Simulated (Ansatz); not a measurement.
What a trial cell of Zn relaxes into

All numbers below come from DFT PBE, scalar-relativistic, plane waves, PAW in Ansatz 0.2.0. Cutoff 420 eV, Γ-centred k mesh, Gaussian smearing, no spin polarisation in the final step.

Zn was placed on the black phosphorus structure type (Cmce, No. 64), at a guessed volume.

```xyz
4
Lattice="1.5576 -4.9411 0.0000 1.5576 4.9411 0.0000 0.0000 0.0000 4.1223" Properties=species:S:1:pos:R:3 pbc="T T T"
Zn    1.5576    3.9727    3.7513
Zn    1.5576   -0.9685    2.4322
Zn    1.5576   -3.9727    0.3710
Zn    1.5576    0.9685    1.6902
```

Cell and atoms relax at zero pressure; the relaxation can't lower the symmetry of the start. After a coarse first stage the cell is made exact in the group found at 0.06 Å.

Energies count from the standard state of Zn at the same level.

Describe the relaxed structure.

It ends in Fmmm (No. 69). Conventional cell: a = 2.596 Å, b = 4.499 Å, c = 11.428 Å. Zn has 6 Zn at 2.60 Å and 3 Zn at 2.97–3.05 Å.

```cif
data_structure
_symmetry_space_group_name_H-M 'Fmmm'
_symmetry_Int_Tables_number 69
_cell_length_a 2.5961
_cell_length_b 4.4993
_cell_length_c 11.4283
_cell_angle_alpha 90.000
_cell_angle_beta 90.000
_cell_angle_gamma 90.000
_cell_volume 133.49
loop_
_atom_site_label
_atom_site_type_symbol
_atom_site_symmetry_multiplicity
_atom_site_Wyckoff_symbol
_atom_site_fract_x
_atom_site_fract_y
_atom_site_fract_z
_atom_site_occupancy
Zn1 Zn 8 i 0.00000 0.00000 0.86664 1
```

What are its volume, energy, density and gap?

The volume per atom is 16.69 Å³. The density is 6.51 g/cm³, the energy over the standard structure is 0.07 eV/atom and the gap on the 22×22×22 mesh is 0 eV (a metal).

The final run used a 22×22×22 mesh on its 2-atom cell and 0.10 eV smearing. The k mesh leaves about 4 meV/atom of noise in metals. A structure relaxed within its symmetry needn't be a true minimum. The steps took of the order of 15 core-minutes in all.